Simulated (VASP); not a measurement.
# ZrN (Fm-3m) in VASP: notebook, part 2 of 2

VASP 6.6.1.

### Step 4. Single point, LDA

Contents of run.py:

```python
from ase import Atoms
from ase.calculators.vasp import Vasp
from ase.dft.bandgap import bandgap

atoms = Atoms(
    ['Zr', 'N'],
    cell=[[0.0, 2.3, 2.3], [2.3, 0.0, 2.3], [2.3, 2.3, 0.0]],
    scaled_positions=[[0.5, 0.5, 0.5], [0.0, 0.0, 0.0]],
    pbc=True,
)
calc = Vasp(
    directory='calc',
    xc='lda',
    pp='LDA',
    setups='gw',
    prec='Accurate',
    encut=550,
    ediff=1e-06,
    ismear=0,
    sigma=0.02,
    lreal=False,
    lasph=True,
    nelm=80,
    algo='Normal',
    isif=2,
    lwave=False,
    lcharg=True,
    lelf=True,
    lvhar=True,
    kpts=[10, 10, 10],
    gamma=True,
)
atoms.calc = calc

print('energy (eV):', atoms.get_potential_energy())
print('free energy (eV):', atoms.get_potential_energy(force_consistent=True))
print('forces (eV/A):')
print(atoms.get_forces())
print('stress (eV/A^3, Voigt):', atoms.get_stress())
print('Fermi level (eV):', calc.get_fermi_level())
gap, top, bottom = bandgap(calc)
print('band gap (eV):', gap, 'from (spin, k, band)', top, 'to', bottom)
```

Potentials or basis: VASP PAW LDA potentials, release 64 (Zr_sv_GW, N_GW).

Launch:

```
$ python run.py
```

The log of the run:

```text
energy (eV): -24.161385
free energy (eV): -24.16154576
forces (eV/A):
[[-0. -0.  0.]
 [ 0.  0. -0.]]
stress (eV/A^3, Voigt): [ 0.08023733  0.08023733  0.08023733 -0.         -0.         -0.        ]
Fermi level (eV): 11.40920886
band gap (eV): 0.0 from (spin, k, band) (None, None, None) to (None, None, None)
```

OUTCAR:

```text
ENCUT = 550.000000
   EDIFF = 1.00e-06
   PREC = Accurate
   ISIF = 2
   ISMEAR = 0
   NELM = 80
   LASPH = .TRUE.
   LREAL = .FALSE.

 ion  position               nearest neighbor table
   1  0.500  0.500  0.500-
   2  0.000  0.000  0.000-

  LATTYP: Found a face centered cubic cell.
 ALAT       =     4.6000000000

  Lattice vectors:

 A1 = (   0.0000000000,   2.3000000000,   2.3000000000)
 A2 = (   2.3000000000,   0.0000000000,   2.3000000000)
 A3 = (   2.3000000000,   2.3000000000,   0.0000000000)

Analysis of symmetry for initial positions (statically):
=====================================================================
 Subroutine PRICEL returns:
 Original cell was already a primitive cell.

 Routine SETGRP: Setting up the symmetry group for a
 face centered cubic supercell.

 Subroutine GETGRP returns: Found 48 space group operations
 (whereof 48 operations were pure point group operations)
 out of a pool of 48 trial point group operations.

The static configuration has the point symmetry O_h .

Analysis of symmetry for dynamics (positions and initial velocities):
=====================================================================
 Subroutine PRICEL returns:
 Original cell was already a primitive cell.

 Routine SETGRP: Setting up the symmetry group for a
 face centered cubic supercell.

 Subroutine GETGRP returns: Found 48 space group operations
 (whereof 48 operations were pure point group operations)
 out of a pool of 48 trial point group operations.

The dynamic configuration has the point symmetry O_h .

 Subroutine INISYM returns: Found 48 space group operations
 (whereof 48 operations are pure point group operations),
 and found     1 'primitive' translations

----------------------------------------------------------------------------------------

                                     Primitive cell

  volume of cell :      24.3340

  direct lattice vectors                    reciprocal lattice vectors
     0.000000000  2.300000000  2.300000000    -0.217391304  0.217391304  0.217391304
     2.300000000  0.000000000  2.300000000     0.217391304 -0.217391304  0.217391304
     2.300000000  2.300000000  0.000000000     0.217391304  0.217391304 -0.217391304

  length of vectors
     3.252691193  3.252691193  3.252691193     0.376532784  0.376532784  0.376532784

  position of ions in fractional coordinates (direct lattice)
     0.500000000  0.500000000  0.500000000
     0.000000000  0.000000000  0.000000000

  ion indices of the primitive-cell ions
[... 107 lines left out ...]
   PSTRESS=    0.0 pullay stress
   NELECT =      17.0000    total number of electrons
   NUPDOWN=      -1.0000    fix difference up-down
   EMIN   =  10.00;   EMAX   =-10.00  energy-range for DOS
   EFERMI =   0.00;   METHOD = LEGACY
   ISMEAR =     0;   SIGMA  =   0.02  broadening in eV -4-tet -1-fermi 0-gaus
   EFERMI_NEDOS =   21; number of points for ismear=-14 and -15
   IALGO  =     38    algorithm
   IMIX   =      4    mixing-type and parameters
     AMIX     =   0.40;   BMIX     =  1.00
     AMIX_MAG =   1.60;   BMIX_MAG =  1.00
  volume/ion in A,a.u.               =      12.17        82.11
  Fermi-wavevector in a.u.,A,eV,Ry     =   1.452624  2.745062 28.709889  2.110117
  Thomas-Fermi vector in A             =   2.569985
   LORBIT       =      0    0 simple, 1 ext, 2 COOP (PROOUT), +10 PAW based schemes
   GGA     = CA    functional components
   LHFCALC =     F    Hartree Fock is set to
   AEXX    =    0.0000 exact exchange contribution
   IVDW    =     0    specifies the selected vdW correction
   LEPSILON=     F    determine dielectric tensor
   LRPA    =     F    only Hartree local field effects (RPA)
 non-spin polarized calculation
 Gauss-broadening in eV      SIGMA  =   0.02
  energy-cutoff  :      550.00
  volume of cell :       24.33
 maximum number of plane-waves:       728
 NGX is ok and might be reduce to    28
   NGX = 13   NGY = 13   NGZ = 13

 number of electron      17.0000000 magnetization

 Free energy of the ion-electron system (eV)
  ---------------------------------------------------
  ext. energy  EPLUGINS =         0.00000000
  ---------------------------------------------------
  free energy    TOTEN  =       -24.16154576 eV

  energy without entropy =      -24.16122423  energy(sigma->0) =      -24.16138500

 E-fermi :  11.4092     XC(G=0): -12.7502

 val. band max:       11.4009531517   @ k =  -0.1000   0.1000   0.0000
 cond. band min:      11.4198913090   @ k =  -0.4000   0.3000   0.0000
 fundamental gap:      0.0189381573
 Fermi energy:        11.4092088581

 k-point     1 :       0.0000    0.0000    0.0000
  band No.  band energies     occupation
      1     -37.8970      2.00000
      2     -15.6770      2.00000
      3     -15.6770      2.00000
      4     -15.6770      2.00000
      5      -4.6156      2.00000
      6       8.7596      2.00000
      7       8.7596      2.00000
      8       8.7596      2.00000
      9      10.9612      2.00000
     10      10.9612      2.00000
     11      10.9612      2.00000
     12      12.9205      0.00000
[... 571 lines left out ...]
 k-point    40 :      -0.2000    0.3000    0.1000
  band No.  band energies     occupation
      1     -37.7533      2.00000
      2     -16.4897      2.00000
      3     -16.0845      2.00000
      4     -15.8145      2.00000
      5      -3.0981      2.00000
      6       4.9354      2.00000
      7       6.2049      2.00000
      8       6.7877      2.00000
      9      11.8240      0.00000
     10      14.2433      0.00000
     11      14.2614      0.00000
     12      15.4224      0.00000

 [... further k-points ...]

------------------------ aborting loop because EDIFF is reached ----------------------------------------

  FORCE on cell =-STRESS in cart. coord.  units (eV):
  Direction    XX          YY          ZZ          XY          YZ          ZX
  --------------------------------------------------------------------------------------
  -------------------------------------------------------------------------------------
  Total       -1.9524944     -1.9524944     -1.9524944      0.0000000      0.0000000      0.0000000
  in kB     -128.5543807   -128.5543807   -128.5543807      0.0000000      0.0000000      0.0000000
  external PRESSURE =    -128.5543807 kB  Pullay stress =       0.0000000 kB

 VOLUME and BASIS-vectors are now :
 -----------------------------------------------------------------------------
  energy-cutoff  :      550.00
  volume of cell :       24.33
      direct lattice vectors                 reciprocal lattice vectors
     0.000000000  2.300000000  2.300000000    -0.217391304  0.217391304  0.217391304
     2.300000000  0.000000000  2.300000000     0.217391304 -0.217391304  0.217391304
     2.300000000  2.300000000  0.000000000     0.217391304  0.217391304 -0.217391304

 POSITION                                       TOTAL-FORCE (eV/Angst)
 -----------------------------------------------------------------------------------
      2.30000      2.30000      2.30000        -0.000000     -0.000000      0.000000
      0.00000      0.00000      0.00000         0.000000      0.000000     -0.000000
 -----------------------------------------------------------------------------------
    total drift:                                0.000000      0.000000      0.000000

  FREE ENERGIE OF THE ION-ELECTRON SYSTEM (eV)
  ---------------------------------------------------
  free  energy   TOTEN  =       -24.1615457580 eV

  energy  without entropy=      -24.1612242341  energy(sigma->0) =      -24.16138500
```

INCAR:

```text
ENCUT = 550.000000
SIGMA = 0.020000
EDIFF = 1.00e-06
ALGO = Normal
PREC = Accurate
ISIF = 2
ISMEAR = 0
NELM = 80
LASPH = .TRUE.
LCHARG = .TRUE.
LELF = .TRUE.
LVHAR = .TRUE.
LWAVE = .FALSE.
LREAL = .FALSE.
```

Wall time 40 s (1 thread of Intel Xeon Platinum 8488C (Sapphire Rapids), shared host); peak memory 0.16 GiB.

Results:

```
Free energy            : -24.1615 eV
Pressure               : -12.9 GPa
Band gap on the k mesh : none (metal or under the smearing width)
```

Levels at points of the mesh, in eV from the Fermi level:
| k point | band 5 | band 6 | band 7 | band 8 | band 9 | band 10 | band 11 | band 12 |
| --- | --- | --- | --- | --- | --- | --- | --- | --- |
| (0.00, 0.00, 0.00) | -16.02 | -2.65 | -2.65 | -2.65 | -0.45 | -0.45 | -0.45 | 1.51 |
| (0.50, 0.00, 0.00) | -13.79 | -7.64 | -5.67 | -5.67 | 2.95 | 3.02 | 3.02 | 4.71 |
| (0.50, 0.50, 0.00) | -15.47 | -4.55 | -3.49 | -3.16 | -3.16 | 3.29 | 4.46 | 4.49 |

### Step 5. Single point, PBE

Contents of INCAR:

```
  ALGO = Normal
  EDIFF = 1E-6
  ENCUT = 450
  GGA = PE
  ISIF = 2
  ISMEAR = 0
  LASPH = T
  LCHARG = T
  LELF = T
  LREAL = F
  LVHAR = T
  LWAVE = F
  NBANDS = 16
  NELM = 100
  PREC = Accurate
  SIGMA = 0.02
```

Contents of KPOINTS:

```
k-points
0
Gamma
  5 5 5
```

Contents of POSCAR:

```
ZrN
1.0
    0.0000000000      2.3000000000      2.3000000000
    2.3000000000      0.0000000000      2.3000000000
    2.3000000000      2.3000000000      0.0000000000
Zr N
1 1
Direct
    0.5000000000      0.5000000000      0.5000000000
    0.0000000000      0.0000000000      0.0000000000
```

Potentials or basis: VASP PAW PBE potentials, release 64 (Zr_sv_GW, N_GW).

Launch:

```
$ cat potpaw_PBE.64/Zr_sv_GW/POTCAR potpaw_PBE.64/N_GW/POTCAR > POTCAR
$ mpirun -np 1 vasp_std > vasp.out
```

It took 4.9 s on 1 thread of AMD EPYC 9R45 (Zen 5), shared host; peak memory 0.11 GiB.

It converged, with:

* Free energy: -22.1354 eV
* Band gap on the k mesh: none (metal or under the smearing width)

Levels at points of the mesh, in eV from the Fermi level:
| k point | band 5 | band 6 | band 7 | band 8 | band 9 | band 10 | band 11 | band 12 |
| --- | --- | --- | --- | --- | --- | --- | --- | --- |
| (0.00, 0.00, 0.00) | -16.33 | -2.74 | -2.74 | -2.74 | -0.50 | -0.50 | -0.50 | 1.46 |

Caveat: the k mesh is coarse (spacing up to 0.47 Å⁻¹), so the values aren't converged; the cutoff is under 1.25 times the usual one of these potentials, so pressure, stress and relaxed cells hold a basis-set (Pulay) error.

### Step 6. Single point, PBE

Contents of INCAR:

```
PREC = Accurate
ENCUT = 520
EDIFF = 1E-6
ISMEAR = 0
SIGMA = 0.011
LREAL = False
LASPH = True
NELM = 60
ALGO = Normal
ISIF = 2
LWAVE = False
LCHARG = False
GGA = PE
```

Contents of KPOINTS:

```
regular mesh
0
Gamma
  10 10 10
```

POSCAR is that of step 5.

Potentials or basis: VASP PAW PBE potentials, release 64 (Zr_sv, N).

Launch:

```
$ cat potpaw_PBE.64/Zr_sv/POTCAR potpaw_PBE.64/N/POTCAR > POTCAR
$ mpirun -np 1 vasp_std > vasp.out
```

OUTCAR:

```text
PREC = Accurate
   ENCUT = 520
   EDIFF = 1E-6
   ISMEAR = 0
   LREAL = False
   LASPH = True
   NELM = 60
   ISIF = 2
   GGA = PE

 ion  position               nearest neighbor table
   1  0.500  0.500  0.500-   2 2.30   2 2.30   2 2.30   2 2.30   2 2.30   2 2.30
   2  0.000  0.000  0.000-   1 2.30   1 2.30   1 2.30   1 2.30   1 2.30   1 2.30

  LATTYP: Found a face centered cubic cell.
 ALAT       =     4.6000000000

  Lattice vectors:

 A1 = (   0.0000000000,   2.3000000000,   2.3000000000)
[... 547 lines left out ...]
------------------------ aborting loop because EDIFF is reached ----------------------------------------

  FORCE on cell =-STRESS in cart. coord.  units (eV):
  Direction    XX          YY          ZZ          XY          YZ          ZX
  --------------------------------------------------------------------------------------
  -------------------------------------------------------------------------------------
  Total       -0.0922481     -0.0922481     -0.0922481     -0.0000000      0.0000000      0.0000000
  in kB       -6.0737173     -6.0737173     -6.0737173     -0.0000000      0.0000000      0.0000000
  external PRESSURE =      -6.0737173 kB  Pullay stress =       0.0000000 kB

 VOLUME and BASIS-vectors are now :
 -----------------------------------------------------------------------------
  energy-cutoff  :      520.00
  volume of cell :       24.33
      direct lattice vectors                 reciprocal lattice vectors
     0.000000000  2.300000000  2.300000000    -0.217391304  0.217391304  0.217391304
     2.300000000  0.000000000  2.300000000     0.217391304 -0.217391304  0.217391304
     2.300000000  2.300000000  0.000000000     0.217391304  0.217391304 -0.217391304

 POSITION                                       TOTAL-FORCE (eV/Angst)
 -----------------------------------------------------------------------------------
      2.30000      2.30000      2.30000         0.000000      0.000000      0.000000
      0.00000      0.00000      0.00000        -0.000000     -0.000000     -0.000000
 -----------------------------------------------------------------------------------
    total drift:                                0.000000     -0.000000      0.000000

  FREE ENERGIE OF THE ION-ELECTRON SYSTEM (eV)
  ---------------------------------------------------
  free  energy   TOTEN  =       -20.3658188358 eV

  energy  without entropy=      -20.3656756058  energy(sigma->0) =      -20.36574722
```

OSZICAR:

```text
N       E                     dE             d eps       ncg     rms          rms(c)
DAV:   1     0.116964863658E+03    0.11696E+03   -0.91770E+03  1128   0.139E+03
DAV:   2    -0.159150313381E+02   -0.13288E+03   -0.12639E+03  1360   0.364E+02
DAV:   3    -0.237225140957E+02   -0.78075E+01   -0.77117E+01  1968   0.796E+01
DAV:   4    -0.238368794405E+02   -0.11437E+00   -0.11430E+00  1308   0.753E+00
DAV:   5    -0.238387359004E+02   -0.18565E-02   -0.18563E-02  1688   0.819E-01    0.213E+01
DAV:   6    -0.204618009238E+02    0.33769E+01   -0.17745E+01  1392   0.336E+01    0.879E+00
DAV:   7    -0.203881913387E+02    0.73610E-01   -0.12159E+00  1468   0.862E+00    0.614E+00
DAV:   8    -0.203740380427E+02    0.14153E-01   -0.23074E-01  1308   0.433E+00    0.113E+00
DAV:   9    -0.203662806448E+02    0.77574E-02   -0.66441E-02  1408   0.168E+00    0.486E-01
DAV:  10    -0.203658367829E+02    0.44386E-03   -0.43367E-03  1288   0.726E-01    0.211E-01
DAV:  11    -0.203658236748E+02    0.13108E-04   -0.39996E-04  1432   0.209E-01    0.353E-02
DAV:  12    -0.203658190003E+02    0.46745E-05   -0.73084E-06  1372   0.297E-02    0.109E-02
DAV:  13    -0.203658188358E+02    0.16444E-06   -0.39130E-07   768   0.655E-03
   1 F= -.20365819E+02 E0= -.20365747E+02  d E =-.143230E-03
```

stdout:

```text
POSCAR found type information on POSCAR ZrN
 POSCAR found :  2 types and       2 ions
 scaLAPACK will be used
 LDA part: xc-table for (Slater+PW92), standard interpolation
 POSCAR, INCAR and KPOINTS ok, starting setup
 FFT: planning ... GRIDC
 FFT: planning ... GRID_SOFT
 FFT: planning ... GRID
 WAVECAR not read
 entering main loop
```

Wall time 7.1 s (1 thread of Intel Xeon 6975P-C (Granite Rapids), shared host); peak memory 0.14 GiB.

Results:

```
Free energy            : -20.3658 eV
Pressure               : -0.6 GPa
Band gap on the k mesh : none (metal or under the smearing width)
```

### Step 7. Overview

```csv
level,potentials or basis,k mesh,cutoff (eV),smearing,mesh quality,gap on the mesh (eV),pressure (GPa)
PBE,"VASP PAW PBE potentials, release 64 (Zr_sv_GW, N_GW)",5 × 5 × 5,500,gaussian 0.02 eV,coarse,none,-2.1
LDA,"VASP PAW LDA potentials, release 64 (Zr_sv_GW, N_GW)",10 × 10 × 10,550,gaussian 0.02 eV,not flagged,none,-12.9
PBE,"VASP PAW PBE potentials, release 64 (Zr_sv_GW, N_GW)",5 × 5 × 5,450,gaussian 0.02 eV,coarse,none,-
PBE,"VASP PAW PBE potentials, release 64 (Zr_sv, N)",10 × 10 × 10,520,gaussian 0.011 eV,not flagged,none,-0.6
```

Alike in all rows: task single point; no spin polarisation; cell as given.

Caveats: some runs use coarse meshes; the cutoff is under 1.25 times the usual one of these potentials, so pressure, stress and relaxed cells hold a basis-set (Pulay) error (some runs).

Absolute energies hang on the potentials; compare differences alone.
